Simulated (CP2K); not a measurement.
**CdTe in CP2K: the effect of pseudo set**

CdTe, a sheet with vacuum:

```
CELL_PARAMETERS angstrom
3.03800 0.00000 0.00000
0.00000 3.03800 0.00000
0.00000 0.00000 31.57000
ATOMIC_POSITIONS crystal
Cd 0.00000 0.00000 0.23838
Te 0.50000 0.50000 0.33178
```

The cell was built by a generator and needn't be a form met in nature.

Alike in all runs:

- Program: CP2K 2026.2
- Task: work function
- Functional: PBE
- Density cutoff: 6123 eV
- k mesh: 7 × 7 × 1
- Occupations: fermi-dirac, width 0.05 eV
- Spin: no spin polarisation

```tsv
pseudo set	largest force (eV/Å)	work function (eV)
PBE	0.18	4.89
PADE	0.15	4.96
BLYP	0.18	4.87
SCAN	0.15	4.89
PBE0	?	?
```

Q: What does the run with pseudo set PBE0 give?

A: Largest force 0.11 eV/Å; work function 4.92 eV.

Caveats: the potentials were made for another functional, which shifts forces and pressure (some runs).
